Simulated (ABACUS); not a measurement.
HgTe (Coloradoite):

```
CELL_PARAMETERS angstrom
0.00000 3.21450 3.21450
3.21450 0.00000 3.21450
3.21450 3.21450 0.00000
ATOMIC_POSITIONS crystal
Hg 0.00000 0.00000 0.00000
Te 0.75000 0.75000 0.75000
```

Base run:

```yaml
Program: ABACUS 3.10.1
Functional: SCAN
Potentials_or_basis: SG15 ONCV 1.2 PBE
Cutoff: 1129 eV
Density_cutoff: 4517 eV
Basis: plane waves
k_mesh: 7 × 7 × 7
Occupations: fermi-dirac, width 0.05 eV
Spin: no spin polarisation
```

Its results: band gap on the k mesh none (metal or under the smearing width); pressure 0.7 GPa.

After a change of settings the same cell gave: band gap on the k mesh none (metal or under the smearing width); pressure 1.1 GPa. Which change was it?
A. functional from SCAN to SOGGA
B. functional from SCAN to PBE
C. functional from SCAN to TPSS
D. functional from SCAN to BLYP

A.

Caveats: the potentials were made for another functional, which shifts forces and pressure.
